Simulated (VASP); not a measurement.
BN:

```
N B
1.0
     0.00000    1.81300    1.81300
     1.81300    0.00000    1.81300
     1.81300    1.81300    0.00000
N B
1 1
Cartesian
  0.9065 0.9065 0.9065
  0.0000 0.0000 0.0000
```

The cell is a database's computed one.

Base run:

```yaml
Program: VASP 6.6.1
Functional: HSE03
Potentials_or_basis: VASP PAW PBE potentials, release 64 (N, B)
Cutoff: 520 eV
k_mesh: 8 × 8 × 8
Occupations: gaussian, width 0.02 eV
Spin: no spin polarisation
```

Its results: band gap on the k mesh 5.53 eV, indirect (least direct gap 10.24 eV); pressure -8.8 GPa.

Q: The run is repeated on the same cell with these changes: functional from HSE03 to r2SCAN-EpsX. What comes out?

A: Band gap on the k mesh 6.59 eV, indirect (least direct gap 11.40 eV); pressure -9.9 GPa.

Caveats: the PAW data sets were made with another functional, which shifts forces and pressure a little.
